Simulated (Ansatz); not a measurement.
# BaTe: the cost of one run

Method: DFT PBE, scalar-relativistic, plane waves, PAW, in Ansatz 0.2.0.

**1. Starting point**

Symmetry: Pnma, No. 62, orthorhombic system. The conventional cell has a = 13.620 Å, b = 4.762 Å, c = 5.610 Å, α = 90.00°, β = 90.00°, γ = 90.00°. Ba (site symmetry m) is surrounded by 3 Te at 3.21 to 3.26 Å. Te (site symmetry m) has 3 Ba at 3.21 to 3.26 Å as nearest neighbours.

As a file:

```
Ba Te
1.0
    13.62026    0.00000    0.00000
     0.00000    4.76187    0.00000
     0.00000    0.00000    5.60988
Ba Te
4 4
Direct
  0.12100 0.25000 0.10600
  0.87900 0.75000 0.89400
  0.37900 0.75000 0.60600
  0.62100 0.25000 0.39400
  0.85200 0.25000 0.50300
  0.14800 0.75000 0.49700
  0.64800 0.75000 0.00300
  0.35200 0.25000 0.99700
```

This is candidate A: GeS type (Pnma, No. 62).

(A quick probe on a coarse mesh, which set the mesh and smearing, is not shown.)

**3. A loose first relaxation (candidate A)**

The input, input.yaml:

```yaml
crystal:
  lattice:
    - [13.620255916, 0.0, 0.0]
    - [0.0, 4.7618710818, 0.0]
    - [0.0, 0.0, 5.609875521]
  atoms:
    - { symbol: Ba, position: [0.121, 0.25, 0.106] }
    - { symbol: Ba, position: [0.879, 0.75, 0.894] }
    - { symbol: Ba, position: [0.379, 0.75, 0.606] }
    - { symbol: Ba, position: [0.621, 0.25, 0.394] }
    - { symbol: Te, position: [0.852, 0.25, 0.503] }
    - { symbol: Te, position: [0.148, 0.75, 0.497] }
    - { symbol: Te, position: [0.648, 0.75, 0.003] }
    - { symbol: Te, position: [0.352, 0.25, 0.997] }
basis:
  ecutwfc: 420
kpoints:
  mp_grid: { grid: [2, 4, 4] }
hamiltonian:
  xc: pbe
scf:
  occupations: { method: gaussian, width: 0.1 }
  lower_state_search: "off"
output:
  forces: true
  stress: true
  eigenvalues: true
relax:
  adjacent_minimum: "off"
  f_tol: 0.04
  max_steps: 70
  cell: { stress_tol: 0.4 }
```

Started as:

```
$ ansatz run input.yaml --threads 1 --pin off --max-ram 2560MiB --backend cpu --events-out ev --progress --plain --runs-dir out
```

What time and memory should one allow on 1 thread of Intel Xeon at 2.60GHz (Ice Lake), shared host?

About 5.4 min, with a peak of 0.79 GiB.
